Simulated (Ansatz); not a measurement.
Two G0W0 runs on Si2BPC2 (zincblende [110] superlattice).

The cell holds 12 atoms: 2 B, 2 P, 4 Si and 4 C. Cell: a = 3.123 Å, b = 4.423 Å, c = 9.418 Å, α = 90.0°, β = 90.0°, γ = 90.0°. It derives from BP. Regions: BP, 4 atoms (2 B and 2 P); SiC, 8 atoms (4 Si and 4 C). The structure's axis is c.

```xyz
12
Lattice="3.1227 0.0000 0.0000 0.0000 4.4229 0.0000 0.0000 0.0000 9.4176" Properties=species:S:1:pos:R:3 pbc="T T T"
B     0.0000   -0.2084    0.6788
P     1.5614    0.9344    0.9258
B     1.5614    2.0031    2.5891
P     0.0000    3.1459    2.3421
Si    0.0000    0.1289    4.1059
C     1.5614    1.1891    4.0194
Si    1.5614    2.3020    5.5535
C     0.0000    3.3942    5.5962
Si    0.0000    0.0906    7.1321
C     1.5614    1.1828    7.0894
Si    1.5614    2.3403    8.5797
C     0.0000    3.4006    8.6662
```

The structure was relaxed with PBEsol. The runs that relaxed it are not among those shown.

The first (Ansatz 0.2.0; start PBEsol, 4×4×2 mesh, 340 empty bands, screening to 110 eV, PAW set soft_1 files; 4 threads of Arm Neoverse V1, shared host) gave, on its mesh: starting gap 0.39 eV, G0W0 gap 1.15 eV, RPA ε∞ (mean) 8.57, 4.7 min.

The second changes empty bands from 340 to 86 and screening cutoff (eV) from 110.0 to 44. What does it give?

It gave: starting gap 0.39 eV, G0W0 gap 0.84 eV, RPA ε∞ (mean) 8.86, 36 s. The G0W0 gap moves by −0.31 eV, +0.00 eV from the start and −0.31 eV from the correction. Σc changes by +0.75 eV at the valence top and +0.44 eV at the conduction bottom, and Σx − Vxc between them by +0.00 eV.

Limits: not at the basis limit; coarse k mesh.

[Paths, hosts, dates, memory and timing lines, banners, echoed tables and standing remarks are left out of the program output.]

[Logs are printed without paths, hosts, clocks, repeated set-up lines and the standing remarks that a program may print on its own settings, such as how far it seeks lower states.]

[Runs of the session that timed out or met a known fault of the program may be left out.]

[Cells called generated may have been cut or substituted from an entry of the Crystallography Open Database or the Materials Project.]

[Hosts, paths, dates, database ids (printed as entryN), source tags and the programs' standing remarks are cut or masked in the printed files.]
